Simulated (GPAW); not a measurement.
Set up this calculation in GPAW 26.7.0, as an ASE script.

```
Task                : dielectric tensor
Functional          : LDA
Potentials or basis : the program's PAW data sets (release 1.2.1) made for this functional
Cutoff              : 400 eV
Basis               : pw
k mesh              : 6 × 6 × 3
Occupations         : fermi-dirac, width 0.001 eV
Spin                : no spin polarisation
Response ecut       : 80 eV
Maxiter             : 150
Response k mesh     : 9 × 9 × 4
Response bands      : 54
Kernels             : ["RPA"]
Coarser k mesh      : 9 × 9 × 4
```

The structure of Cl lies in POSCAR:

```
Cl
1.0
    3.2066823265     -2.2941288504      0.0000000000
    3.2066823265      2.2941288504      0.0000000000
    0.0000000000      0.0000000000      8.3710212721
Cl
4
Direct
    0.3700000000      0.6300000000      0.4000000000
    0.1300000000      0.8700000000      0.9000000000
    0.6300000000      0.3700000000      0.6000000000
    0.8700000000      0.1300000000      0.1000000000
```

One way to write it, as run:

run.py

```python
import numpy as np
from ase.dft.bandgap import bandgap
from ase.io import read, write
from gpaw import GPAW, PW
from gpaw.response.df import DielectricFunction

atoms = read('POSCAR')

calc = GPAW(mode=PW(400),
            xc='LDA',
            kpts={'size': (6, 6, 3), 'gamma': True},
            occupations={'name': 'fermi-dirac', 'width': 0.001},
            nbands=26,
            convergence={'density': 1e-06},
            maxiter=150,
            txt='gpaw.txt')
atoms.calc = calc
energy = atoms.get_potential_energy()
calc.write('gs.gpw')
write('result.traj', atoms)
print(f'Energy: {energy:.6f} eV')
print('Fermi level:', round(calc.get_fermi_level(), 4), 'eV')
print(f'Gap: {bandgap(calc)[0]:.4f} eV, direct: {bandgap(calc, direct=True)[0]:.4f} eV')

for size in [(9, 9, 4)]:
    name = 'x'.join(str(n) for n in size)
    dense = calc.fixed_density(kpts={'size': size, 'gamma': True},
                               nbands=60, convergence={'bands': 54, 'eigenstates': 1e-7},
                               update_fermi_level=True, txt=f'dense-{name}.txt')
    dense.write(f'{name}.gpw', mode='all')
    df = DielectricFunction(f'{name}.gpw', frequencies=np.array([0.0]), hilbert=False, eta=0.001,
                            ecut=80, nbands=54, intraband=False, txt=f'df-{name}.txt')
    for xc in ['RPA']:
        for direction in ['x', 'y', 'z', [0, 1, 1], [1, 0, 1], [1, 1, 0]]:
            e0, e = df.get_macroscopic_dielectric_constant(xc=xc, direction=direction)
            print(f'{name} {xc} {direction}: {e0:.4f} without, {e:.4f} with local fields')
```

Potentials or basis: the program's PAW data sets (release 1.2.1) made for this functional, pw.

The run is started by

```bash
$ OMP_NUM_THREADS=1 python run.py
```

Results of the run:

| Property | Result |
| --- | --- |
| Band gap on the k mesh | 2.13 eV, indirect (least direct gap 2.18 eV) |
| Electronic dielectric tensor (diagonal) | 2.17, 2.98, 4.25 |

Caveat: the long-wavelength limit can be off by a per cent or two; an odd mesh through Γ misses points on the zone boundary, where band edges often lie.

It took 2.8 min on 1 thread of AMD EPYC 7R43 64-Core Processor (Zen 3), with other jobs on the host, peak memory 0.54 GiB.
